**Question: can I predict the bulk modulus of BAs from the rest volume alone?**

I have energy–volume fits for one BAs cell with many density functionals. The functionals that expand the crystal mostly make it softer, but those with an added dispersion term seem to break the pattern. For three more functionals I know only the rest volume, the volume at which the computed energy is lowest. What moduli should I expect, and how sure can I be?

Bulk modulus of BAs (space group F-43m, two-atom cell) from Kohn-Sham DFT without spin polarisation or spin-orbit coupling, with Fermi-Dirac smearing of 0.05 eV. Each fit uses energies at seven volumes, from 94% to 106% of the supplied cell's 13.63 Å³/atom. The measured bulk modulus is 148 GPa (arXiv:1911.11281).

```csv
program,functional,how the value is got,potentials or basis,wave cutoff (eV),k-mesh,computed bulk modulus (GPa),"computed over measured, less one (%)"
ABINIT 10.8.3 (1),rPW86PBE,"fit, rest volume 14.35 Å³/atom",JTH PAW PBE v2.0,408.2,10x10x10,122.3,-17.4
SIRIUS 7.12.0,RPBE,"fit, rest volume 14.18 Å³/atom",all electron FP LAPW,n/a,10x10x10,125.6,-15.1
GPAW 26.7.0 (1),BEEF-vdW,"fit, rest volume 14.06 Å³/atom",GPAW PAW data sets (gpaw data 1.2.1),800.0,8x8x8,127.7,-13.7
ABINIT 10.8.3 (2),HCTH407,"fit, rest volume 13.90 Å³/atom",JTH PAW PBE v2.0 sp,408.2,10x10x10,129.4,-12.6
ABINIT 10.8.3 (3),RPBE+D3,"fit, rest volume 13.85 Å³/atom",JTH PAW PBE v2.0,408.2,10x10x10,129.7,-12.4
Quantum ESPRESSO 7.5,PBE,"fit, rest volume 13.97 Å³/atom",SSSP 1.3 efficiency PBE,748.3,10x10x10,132.0,-10.8
ABINIT 10.8.3 (4),BP86+D3,"fit, rest volume 13.61 Å³/atom",JTH PAW PBE v2.0,408.2,10x10x10,134.3,-9.3
DFTK 0.8.2,r2SCAN,"fit, rest volume 13.84 Å³/atom",cp2k.nc.sr.pbe.v0_1.semicore.gth,979.6,6x6x6,135.5,-8.4
ABINIT 10.8.3 (5),WC,"fit, rest volume 13.58 Å³/atom",JTH PAW PBE v2.0,408.2,10x10x10,140.1,-5.3
ABINIT 10.8.3 (6),PBEsol,"fit, rest volume 13.63 Å³/atom",JTH PAW PBE v2.0 sp,408.2,10x10x10,?,?
ABINIT 10.8.3 (7),revPBE+D3(BJ),"fit, rest volume 13.34 Å³/atom",JTH PAW PBE v2.0,408.2,10x10x10,?,?
GPAW 26.7.0 (2),PBEsol+D4,"fit, rest volume 13.37 Å³/atom",PAW data sets made by gpaw setup for the functional,800.0,8x8x8,?,?
```

**Answer**

Rest volume takes you most of the way, but it also helps to know what pulled the crystal to that volume. Think of a coil spring that stiffens as it is squeezed. Press it with a constant weight and you feel the full stiffening. Squeeze it with a magnet whose pull grows as the gap closes, and the growing pull cancels part of the stiffening. Added dispersion acts like the magnet, except that in the crystal the pull is a sum over atom pairs at many distances.

Take the functionals without an added dispersion term first. RPBE gives 125.6 GPa and WC 140.1 GPa, each at its own rest volume. Moved to the supplied cell of 13.63 Å³/atom, assuming that the modulus rises by 4 GPa per GPa of pressure, they become about 147 and 138 GPa. The order reverses, so RPBE's low modulus comes from its expanded crystal: at equal volume its energy curve bends more sharply than WC's. The error carries over into use: PBE's modulus is 10.8% below the measured one, and so is the hydrostatic stress it predicts for a given small volume strain. The computed moduli also leave out heat and zero-point motion, which are expected to lower them a little further.

A straight line of modulus against rest volume, fitted to the seven known rows without an added dispersion term (BEEF-vdW, with dispersion built into its correlation, among them), falls by about 2.3% per 1% of added volume. It is a trend with scatter: HCTH407 and r2SCAN rest at similar volumes but differ by 6 GPa. Programs and potentials differ too, and several rows combine potentials made for PBE with another functional, so not all of the scatter need come from the functionals. Both known D3 rows lie below the line, by 4 and 5 GPa.

The magnet picture offers a reason. Compressing RPBE to the rest volume of RPBE+D3 should add about 12 GPa, yet the computed gain is only 4 GPa. These two rows also differ in program and basis, so the size of the loss is approximate.

To turn this into a forecast, let the pressure of the added attraction vary with volume $V$ as $V^{-m}$. At the new rest volume this attraction balances the pressure $P$ of the compressed bare crystal, and the modulus is

$$B = B_{\text{bare}}(V) - mP .$$

An undamped $r^{-6}$ attraction has $m=3$. The damping in D3(BJ) and D4 flattens the attraction at short range, which lowers $m$ towards 1 for pairs near the damping distance. I therefore take $m=2$.

Here is revPBE+D3(BJ) in full, with the closely related RPBE standing in for bare revPBE:

- Compression from 14.18 to 13.34 Å³/atom multiplies the modulus by $(14.18/13.34)^4 \approx 1.276$ (worked out before the RPBE volume is rounded), so $B_{\text{bare}} \approx 160.3$ GPa.
- The pressure is $P=(160.3-125.6)/4 \approx 8.7$ GPa.
- The forecast is $B \approx 160.3-2\times 8.7 \approx 143$ GPa.

PBEsol comes straight from the line, and PBEsol+D4 starts from that PBEsol forecast. The error bars combine a generous allowance for the scatter about the line, more than twice its rms value, with an uncertainty of one unit in $m$:

- PBEsol: 139 ± 4 GPa
- revPBE+D3(BJ): 143 ± 10 GPa
- PBEsol+D4: 144 ± 5 GPa

All three should be stiffer than PBE, with central values still below the measured modulus. None of the three rows entered the fit, but their rest volumes come from the same energy curves as the moduli, so these forecasts are conditional on them.

The withheld rows as computed:

```csv
program,functional,how the value is got,potentials or basis,wave cutoff (eV),k-mesh,computed bulk modulus (GPa),"computed over measured, less one (%)"
ABINIT 10.8.3 (6),PBEsol,"fit, rest volume 13.63 Å³/atom",JTH PAW PBE v2.0 sp,408.2,10x10x10,140.8,-4.9
ABINIT 10.8.3 (7),revPBE+D3(BJ),"fit, rest volume 13.34 Å³/atom",JTH PAW PBE v2.0,408.2,10x10x10,143.1,-3.3
GPAW 26.7.0 (2),PBEsol+D4,"fit, rest volume 13.37 Å³/atom",PAW data sets made by gpaw setup for the functional,800.0,8x8x8,146.2,-1.2
```

All three values fall inside their bars. PBEsol was forecast 2.1 GPa too low, an ordinary miss for a line with this scatter. PBEsol+D4 inherited that error and came out 1.9 GPa too low. Starting from the computed PBEsol value instead would give $144.3\times140.8/138.7\approx146.5$ GPa, almost the computed result.

The revPBE+D3(BJ) forecast missed by only 0.2 GPa, far closer than its bar warrants. It does not establish $m=2$: the value of 2.7 from the RPBE pair gives 137 GPa, also inside the bar. The plain volume line does well too, and for PBEsol+D4 it was slightly closer than my model.

The better evidence for the magnet effect is the change from PBEsol to PBEsol+D4. Compression alone would raise the modulus from 140.8 to about 152 GPa, a gain of 11 GPa, but the computed gain is 5.4 GPa. That pair, too, spans two programs and sets of potentials, but the PBEsol+D4 run also printed the D4 energy by itself at each volume. Near the new rest volume, the slope of that energy is a pull of about 2.6 GPa, and its curvature takes about 5.9 GPa off the modulus. That accounts for the missing gain and puts $m$ for D4 a little above 2. So added dispersion stiffens BAs by less than the shrinkage suggests, because the attraction itself grows as the crystal shrinks. The analysis printed below gives the line and the miss of each forecast.

Printed output of the fit:

```
fit of y on 7 rows (~disp): constant 138.8 +/- 1.2, coefficient of dV -23.62 +/- 2.8; rms 1.42, worst ABINIT 10.8.3 (2) 2.88, leave-one-out rms 1.75
  rows outside the fit (model, value, miss): ABINIT 10.8.3 (3) 133.5, 129.7, 3.79; ABINIT 10.8.3 (4) 139.3, 134.3, 4.99; ABINIT 10.8.3 (6) 138.7, 140.8, -2.06; ABINIT 10.8.3 (7) 145.6, 143.1, 2.49; GPAW 26.7.0 (2) 144.9, 146.2, -1.32
Moduli at own rest volume and moved to the supplied cell:
                   row  rest volume A^3/atom  computed GPa  at supplied cell GPa
     ABINIT 10.8.3 (1)                 14.35         122.3                 150.5
         SIRIUS 7.12.0                 14.18         125.6                 147.2
       GPAW 26.7.0 (1)                 14.06         127.7                 144.9
     ABINIT 10.8.3 (2)                  13.9         129.4                 140.2
     ABINIT 10.8.3 (3)                 13.85         129.7                 138.5
  Quantum ESPRESSO 7.5                 13.97           132                   146
     ABINIT 10.8.3 (4)                 13.61         134.3                 133.5
            DFTK 0.8.2                 13.84         135.5                 144.1
     ABINIT 10.8.3 (5)                 13.58         140.1                 138.3
     ABINIT 10.8.3 (6)                 13.63         140.8                   141
     ABINIT 10.8.3 (7)                 13.34         143.1                 131.4
       GPAW 26.7.0 (2)                 13.37         146.2                 135.5
Percent drop of modulus per percent of rest volume, line at supplied cell: 2.319
WC less BP86+D3, GPa: 5.8
RPBE+D3 less RPBE, computed, GPa: 4.1
RPBE+D3 less RPBE, from compression alone, GPa: 12.27
Exponent m from the RPBE pair: 2.664
Pressure of the added attraction in PBEsol, revPBE+D3(BJ), PBEsol+D4, GPa: 0, 8.673, 2.778
Forecast for PBEsol, revPBE+D3(BJ), PBEsol+D4, GPa: 138.7, 142.9, 144.3
Error bars of these forecasts, GPa: 4, 10, 5
Computed values, same order, GPa: 140.8, 143.1, 146.2
Forecast less computed, same order, GPa: -2.063, -0.1547, -1.907
Rival forecast with m of the RPBE pair, same order, GPa: 138.7, 137.2, 142.4
```
